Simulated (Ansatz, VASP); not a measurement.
# Cd in VASP and in Ansatz

INCAR

```
ALGO = Fast
EDIFF = 1E-7
ENCUT = 520
GGA = PS
ISIF = 2
ISMEAR = 0
LASPH = T
LCHARG = F
LREAL = F
LWAVE = F
NBANDS = 12
NELM = 80
PREC = Accurate
SIGMA = 0.15
```

The input KPOINTS:

```
k-points
0
Gamma
  18 18 18
```

The input POSCAR:

```
Cd
1.0
   -1.9270677600      1.9270677600      1.6415762400
    1.9270677600     -1.9270677600      1.6415762400
    1.9270677600      1.9270677600     -1.6415762400
Cd
1
Direct
    0.0000000000      0.0000000000      0.0000000000
```

Input for Ansatz:

```yaml
crystal:
  lattice:
    - [-1.92706776, 1.92706776, 1.64157624]
    - [1.92706776, -1.92706776, 1.64157624]
    - [1.92706776, 1.92706776, -1.64157624]
  atoms:
    - { symbol: Cd, position: [0.0, 0.0, 0.0] }
basis:
  ecutwfc: 420
kpoints:
  mp_grid: { grid: [18, 18, 18] }
hamiltonian:
  xc: pbesol
scf:
  occupations: { method: gaussian, width: 0.15 }
output:
  forces: true
  stress: true
  eigenvalues: true
```

Change from the starting cell: strain +0.080 along x and y, -0.080 along z, atoms carried along.

Alike in both runs: task single point; functional PBEsol; k mesh 18 × 18 × 18; occupations gaussian, width 0.15 eV; no spin polarisation.

|  | VASP | Ansatz |
| --- | --- | --- |
| version | VASP 6.6.1 | Ansatz 0.2.0 |
| potentials or method | VASP PAW PBE potentials, release 64 (Cd) | scalar-relativistic, plane waves, PAW |
| plane-wave cutoff (eV) | 520 | 420 |
| valence electrons in the cell | 12 | 20 |

VASP gave:

```
gap on the k mesh at the Fermi level (eV)       : none
pressure (GPa)                                  : -5.0
largest component of the traceless stress (GPa) : 1.57
```

Q: Estimate Ansatz's values.

A: gap on the k mesh at the Fermi level (eV): none; pressure (GPa): -5.2; largest component of the traceless stress (GPa): 1.59.

A gap of «none» marks a metal or a gap that the smearing closes. The two sets of potentials don't hold the same shells in valence.

Caveats: the PAW data sets were made with another functional, which shifts forces and pressure a little (VASP).
